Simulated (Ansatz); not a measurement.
## Mg in Ansatz: convergence with scf exx energy threshold

Input of the first run (scf exx energy threshold 0.01); the others differ in this setting and in those tied to it:

Contents of input.yaml:

```yaml
crystal:
  lattice:
    - [3.0502998005, 0.0, 0.0]
    - [-1.5251499003, 2.6416371164, 0.0]
    - [0.0, 0.0, 3.04483757]
  atoms:
    - { symbol: Mg, position: [0.0, 0.0, 0.0] }
hamiltonian:
  xc: pbe0
  pseudopotentials: { kind: paw }
kpoints:
  mp_grid: { grid: [5, 5, 5] }
scf:
  occupations: { method: fermi_dirac, width: 0.1 }
  exx: { energy_threshold: 0.01 }
output:
  forces: true
  stress: true
  eigenvalues: true
```

Potentials or basis: Ansatz PAW.

Run with:

```sh
$ ansatz run input.yaml --threads 2 --pin off --max-ram 5632MiB --backend cpu --events-out ev --progress --plain --runs-dir out
```

This isn't the form of Mg at room conditions, which is hcp.

Hardware: 2 threads of Arm Neoverse N1, on a shared host.

| scf exx energy threshold | energy less the tightest run, at zero smearing (meV/atom) | SCF cycles | CPU time (s) | peak memory (GiB) |
| --- | --- | --- | --- | --- |
| 0.01 | 0.00 | 16 | 9.2 | 0.4 |
| 0.001 | 0.00 | 17 | 9.1 | 0.4 |
| 0.0001 | 0.00 | 17 | 9.1 | 0.4 |
| 1e-05 | 0.00 | 16 | 9 | 0.4 |
| 1e-06 | 0.00 | 16 | 9 | 0.4 |
| 1e-07 | 0.00 | 19 | 10 | 0.4 |

Against the tightest run, the energy stays within 1 meV/atom from 0.01 on. The tightest run that finished is the yardstick and may itself not be fully converged.

Caveat, for the tightest run too: the k mesh is coarse (spacing up to 0.48 Å⁻¹), so the values aren't converged, least of all with exact exchange.
